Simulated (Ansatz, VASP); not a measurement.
## One calculation of Al, two programs

```xyz
4
Lattice="2.8148 0.0000 0.0000 -1.4074 2.4377 0.0000 0.0000 0.0000 9.2418" Properties=species:S:1:pos:R:3 pbc="T T T"
Al    0.0000    0.0000    0.0000
Al    0.0000    1.6251    2.3104
Al    0.0000    0.0000    4.6209
Al    1.4074    0.8126    6.9313
```

Alike in both runs: functional PBE; dispersion D3(BJ); k mesh 18 × 18 × 6; occupations gaussian, width 0.1 eV; no spin polarisation.

Ansatz relaxed the structure, and its values are those at the end. VASP's run is a single point on that final structure, the one shown.

```csv
,VASP,Ansatz
version,VASP 6.6.1,Ansatz 0.2.0
potentials or method,"VASP PAW PBE potentials, release 64 (Al)","scalar-relativistic, plane waves, PAW"
plane-wave cutoff (eV),520,420
valence electrons in the cell,12,12
```

|  | VASP | Ansatz | Ansatz less VASP |
| --- | --- | --- | --- |
| gap on the k mesh at the Fermi level (eV) | none | none | - |
| pressure (GPa) | 0.0 | 0.0 | +0.03 |

A gap of «none» marks a metal or a gap that the smearing closes.

Caveats: pairwise dispersion overbinds metals, which lowers pressure and volume.
